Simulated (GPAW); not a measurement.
The system is CdSe (Cadmoselite).

```
Cd Se
1.0
     4.30000    0.00000    0.00000
    -2.15000    3.72391    0.00000
     0.00000    0.00000    7.02000
Cd Se
2 2
Direct
  0.66667 0.33333 0.50000
  0.33333 0.66667 0.00000
  0.66667 0.33333 0.88500
  0.33333 0.66667 0.38500
```

Base run:

```yaml
Program: GPAW 26.7.0
Functional: optPBE-vdW
Potentials_or_basis: GPAW PAW data sets (gpaw-data 1.2.1)
Cutoff: 600 eV
Basis: pw
k_mesh: 5 × 5 × 3
Occupations: fermi-dirac, width 0.05 eV
Spin: spin-orbit coupling, no magnetisation
```

Its results: band gap on the k mesh 0.57 eV, direct; largest force 0.309 eV/Å.

Task: The run is repeated on the same cell with these changes: functional from optPBE-vdW to WC; potentials or basis from GPAW PAW data sets (gpaw-data 1.2.1) to PAW data sets generated in the run's folder for this functional. What comes out?

Result: Band gap on the k mesh 0.42 eV, direct; largest force 0.271 eV/Å.

Caveats: spin-orbit coupling was added after a scalar SCF, so levels and gaps hold it while energy, forces, pressure and moments don't; this program's spin-orbit splittings come out too wide for heavy elements; the PAW data sets were made with another functional, which shifts forces and pressure a little (some runs).

Not every run made on this cell is shown here.
